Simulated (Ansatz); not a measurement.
## PtS2: from a first guess to the relaxed fluorite type

First guess:

```xyz
3
Lattice="0.0000 2.7064 2.7064 2.7064 0.0000 2.7064 2.7064 2.7064 0.0000" Properties=species:S:1:pos:R:3 pbc="T T T"
Pt    0.0000    0.0000    0.0000
S     1.3532    1.3532    1.3532
S     4.0596    4.0596    4.0596
```

Computed with DFT, PBE, PAW with Ansatz's default frozen-core files, scalar-relativistic in Ansatz 0.2.0.

Cell and atoms relax within the symmetry of the start on a 11×11×11 k mesh with 0.05 eV Fermi–Dirac smearing.

The start is built from a prototype, known or not as a phase of this compound; the cutoff is 420 eV.

No spin–orbit coupling, which matters for the heavy atoms here.

What is the pressure of the first guess?

72.4 GPa.

What does it relax to?

a = 5.971 Å, b = 5.971 Å, c = 5.971 Å, α = 90.00°, β = 90.00°, γ = 90.00° (conventional cell), 17.74 Å³ per atom:
Space group Fm-3m (No. 225). a = 5.971 Å, b = 5.971 Å, c = 5.971 Å, α = 90.00°, β = 90.00°, γ = 90.00°
| atom | site | symmetry | x | y | z |
| --- | --- | --- | --- | --- | --- |
| Pt | 4a | m-3m | 0.0000 | 0.0000 | 0.0000 |
| S | 8c | -43m | 0.2500 | 0.7500 | 0.7500 |

How much energy does the relaxation release?

783 meV/atom.
